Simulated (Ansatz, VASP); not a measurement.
W: VASP beside Ansatz

```
W
1.0
    -1.58234    1.58234    1.58234
     1.58234   -1.58234    1.58234
     1.58234    1.58234   -1.58234
W
1
Direct
  0.00000 0.00000 0.00000
```

Alike in both runs: task single point; functional LDA; k mesh 12 × 12 × 12; occupations fermi-dirac, width 0.05 eV; no spin polarisation; Hubbard terms W d U = 4 eV.

```csv
,VASP,Ansatz
version,VASP 6.6.1,Ansatz 0.2.0
potentials or method,"VASP PAW LDA potentials, release 64 (W_sv)",Ansatz PAW
plane-wave cutoff (eV),520,420
valence electrons in the cell,14,14
```

```tsv
	VASP	Ansatz	Ansatz less VASP
gap on the k mesh at the Fermi level (eV)	none	none	-
pressure (GPa)	4.4	-6.8	-11.23
```

The programs project onto different local orbitals, so the same U acts differently. A gap of «none» marks a metal or a gap that the smearing closes.

Caveats: U without spin polarisation on a metal has little footing; the U is typed as a test and isn't derived for this compound; the PAW data sets come from PBE, with cores solved anew for the run's functional, which leaves a small shift of forces and pressure (Ansatz). Spin-orbit coupling is left out, which matters for the levels of W.
